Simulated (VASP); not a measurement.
Input of a VASP 6.6.1 run:

Contents of POSCAR:

```
BeS
1.0
    0.1109898902      2.2913348228      2.2913348228
    2.2913348228      0.1109898902      2.2913348228
    2.2913348228      2.2913348228      0.1109898902
Be S
1 1
Direct
    0.0000000000      0.0000000000      0.0000000000
    0.5000000000      0.5000000000      0.5000000000
```

The input INCAR.step1:

```
SYSTEM = BeS
ALGO = Normal
EDIFF = 1E-5
ENCUT = 520
GGA = PE
ISIF = 2
ISMEAR = 0
LASPH = .True.
LREAL = .False.
LWAVE = .True.
NBANDS = 11
NELM = 100
PREC = Accurate
SIGMA = 0.01
```

Contents of INCAR.step2:

```
SYSTEM = BeS
ALGO = Normal
EDIFF = 1E-6
ENCUT = 520
GGA = PE
HFSCREEN = 0.2079
ISIF = 2
ISMEAR = 0
ISTART = 1
LASPH = .True.
LCHARG = .True.
LELF = .True.
LHFCALC = .True.
LREAL = .False.
LVHAR = .True.
LWAVE = .False.
NBANDS = 11
NELM = 100
PREC = Accurate
PRECFOCK = Normal
SIGMA = 0.01
```

KPOINTS

```
k-points
0
Gamma
  6 6 6
  0 0 0
```

Potentials or basis: VASP PAW PBE potentials, release 64 (Be, S).

The run is started by

```sh
$ cat potpaw_PBE.64/Be/POTCAR potpaw_PBE.64/S/POTCAR > POTCAR
$ cp INCAR.step1 INCAR
$ mpirun -np 1 vasp_std > vasp.out
$ cp INCAR.step2 INCAR
$ mpirun -np 1 vasp_std > vasp.out
```

(1) What does it give for the band gap on the k mesh?

(2) Predict the pressure.

Results:

(1) 1.39 eV, indirect (least direct gap 4.42 eV).

(2) 12.9 GPa.

Caveat: the PAW data sets were made with another functional, which shifts forces and pressure a little.
